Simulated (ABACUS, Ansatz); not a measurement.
## KF: energy against volume and a worked fit

The structure is cubic, space group Fm-3m (No. 225). Conventional cell: a = 5.344 Å, b = 5.344 Å, c = 5.344 Å, α = 90.00°, β = 90.00°, γ = 90.00°. K (site symmetry m-3m) has 6 F at 2.67 Å as nearest neighbours. Around F (site symmetry m-3m) lie 6 K at 2.67 Å.

The cell was scaled at fixed shape and fractions and run with Ansatz, Ansatz PAW (files of its older set among them), cutoff 1050 eV; PBEsol, k mesh 9 × 9 × 9 on the cell of 2 atoms, fermi-dirac occupations of 0.05 eV, no spin polarisation, no spin-orbit coupling. The potentials were made for PBE. Energies are those that the program minimises, any entropy of the smearing included.

```tsv
V (Å³/atom)	energy over the lowest row (meV/atom)
17.9293	3.347
18.3108	0.766
18.6923	0.000
19.0738	0.840
19.4552	?
19.8367	6.620
20.2182	11.253
```

Task: Fit the third-order Birch-Murnaghan form, give V0, B0 and B′, and predict the energy left open.

Result: With y = (V0/V)^(2/3), E = E0 + (9 V0 B0/16) [(y - 1)³ B′ + (y - 1)² (6 - 4y)]. Least squares through the rows shown give V0 = 18.6758 Å³/atom, E0 = -0.002 meV, B0 = 33.15 GPa (1 eV/Å³ = 160.218 GPa) and B′ = 4.97, with a largest miss of 0.001 meV. At V = 19.4552 the form with these constants gives 3.100 meV; the run gave 3.101 meV an atom. Other set-ups at this level, from all their volumes (Å³/atom, GPa): ABACUS, PseudoDojo NC SR 0.4.1 PBEsol standard, plane waves: V0 18.631, B0 33.27; Ansatz, Ansatz PAW (made for PBE): V0 18.677, B0 33.17; Ansatz, JTH PAW (made for PBE): V0 18.806, B0 33; Ansatz, PseudoDojo stringent (made for PBE): V0 18.633, B0 33.26.
